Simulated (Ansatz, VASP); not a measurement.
## Cr in VASP and in Ansatz

```
Cr
1.0
     2.46630    0.00000    0.00000
    -1.23315    2.13588    0.00000
     0.00000    0.00000    2.30683
Cr
1
Direct
  0.00000 0.00000 0.00000
```

Alike in both runs: functional r2SCAN; k mesh 9 × 9 × 8; occupations gaussian, width 0.1 eV; no spin polarisation.

Ansatz relaxed the structure, and its values are those at the end. VASP's run is a single point on that final structure, the one shown.

```csv
,VASP,Ansatz
version,VASP 6.6.1,Ansatz 0.2.0
potentials or method,"VASP PAW PBE potentials, release 64 (Cr_pv)","scalar-relativistic, plane waves, PAW"
plane-wave cutoff (eV),520,500
valence electrons in the cell,12,14
```

VASP gave:

```
gap on the k mesh at the Fermi level (eV) : none
pressure (GPa)                            : 0.7
```

**Question.** Which values does Ansatz return?

**Answer.** gap on the k mesh at the Fermi level (eV): none; pressure (GPa): 0.0.

A gap of «none» marks a metal or a gap that the smearing closes. The two sets of potentials don't hold the same shells in valence.

Caveats: the PAW data sets were made with another functional, which shifts forces and pressure a little (VASP); the run has no spin polarisation, though such a crystal can be magnetic. Spin polarisation is off, so any magnetic state and its effect on volume and gap are missing.
